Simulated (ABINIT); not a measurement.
The system is PbF2 (Fluorocronite).

```
Pb F
1.0
     0.00000    2.96366    2.96366
     2.96366    0.00000    2.96366
     2.96366    2.96366    0.00000
Pb F
1 2
Cartesian
  0.0000 0.0000 0.0000
  4.4455 4.4455 4.4455
  1.4818 1.4818 1.4818
```

Program: ABINIT 10.8.3 (patched build). Alike in all runs: no spin polarisation; cell as given; k mesh 8 × 8 × 8; smearing fermi-dirac 0.05 eV.

Problem. Order these runs on this cell by their pressure, lowest first.
A. level rPW86PBE; potentials or basis JTH PAW PBE v2.0; cutoff (eV) 626; fine-grid cutoff 1224.51 eV
B. level LDA; potentials or basis PseudoDojo NC SR LDA v0.4.1 standard; cutoff (eV) 1143
C. level RPBE; potentials or basis JTH PAW PBE v2.0; cutoff (eV) 626; fine-grid cutoff 1224.51 eV
D. level PBE; potentials or basis JTH PAW PBE v2.0; cutoff (eV) 626; fine-grid cutoff 1224.51 eV

Solution. B (-4.5 GPa), D (2.5 GPa), A (4.1 GPa), C (5.7 GPa).

Caveats: the PAW data sets were made with another functional, which shifts forces and pressure a little (some runs).

Not every run made on this cell is shown here.
